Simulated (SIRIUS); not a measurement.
Runs of SIRIUS 7.10.0 on Pd. It takes space group Fm-3m (No. 225, cubic). Conventional cell: a = 3.893 Å, b = 3.893 Å, c = 3.893 Å, α = 90.00°, β = 90.00°, γ = 90.00°. Pd (site symmetry m-3m) is surrounded by 12 Pd at 2.75 Å. 

| task | level | potentials or basis | cell | k mesh | energy tol | density tol | mixer | mixing beta | max scf | gap on the mesh (eV) | pressure (GPa) | relaxed volume (Å³/atom) |
| --- | --- | --- | --- | --- | --- | --- | --- | --- | --- | --- | --- | --- |
| single point | PBEsol | PseudoDojo 0.4.1 PBEsol standard (scalar relativistic) | cell strained at random at fixed volume | 12 × 12 × 12 | 1e-08 Ha | 1e-06 | anderson | 0.7 | 100 | none | -2.9 | - |
| band structure | PBEsol | PseudoDojo 0.4.1 PBE standard (scalar relativistic) | as given | 10 × 10 × 10 | 1e-08 Ha | 1e-06 | anderson | 0.7 | 100 | - | -2.7 | - |
| relaxation of cell and atoms | PBEsol+D4 | PseudoDojo 0.4.1 PBE standard (scalar relativistic) | relaxed | 8 × 8 × 8 | 1e-08 Ha | 1e-06 | anderson | 0.7 | 100 | none | 0.0 | 14.41 |
| band structure | LDA | PseudoDojo 0.4.1 PBE standard (scalar relativistic) | as given | 10 × 10 × 10 | 1e-08 Ha | 1e-06 | anderson | 0.7 | 100 | - | -8.4 | - |
| band structure | BPBE | PseudoDojo 0.4.1 PBE standard (scalar relativistic) | as given | 10 × 10 × 10 | 1e-08 Ha | 1e-06 | anderson | 0.7 | 100 | - | 6.6 | - |
| relaxation of cell and atoms | PBEsol | PseudoDojo 0.4.1 PBE standard (scalar relativistic) | relaxed | 8 × 8 × 8 | 1e-08 Ha | 1e-06 | anderson | 0.7 | 100 | none | 0.0 | (b) |
| band structure | RPBE | PseudoDojo 0.4.1 PBE standard (scalar relativistic) | as given | 10 × 10 × 10 | 1e-08 Ha | 1e-06 | anderson | 0.7 | 100 | - | (a) | - |

Alike in all rows: no spin polarisation; cutoff (eV) 1127; smearing fermi-dirac 0.05 eV.

Problem. Estimate the missing entries.

Solution. (a) 11.5; (b) 14.62.

Caveats: this set's palladium file may shift the pressure by some GPa; the potentials were made for another functional, which shifts forces and pressure (some runs); pairwise dispersion overbinds metals, which lowers pressure and volume (some runs).

A k mesh can miss the band edges, and the runs leave out spin-orbit coupling on Pd.

A gap of «none» marks a metal or a gap under the smearing width.

The runs were made with more than one version of the program.

Runs at the PBE level aren't shown here.
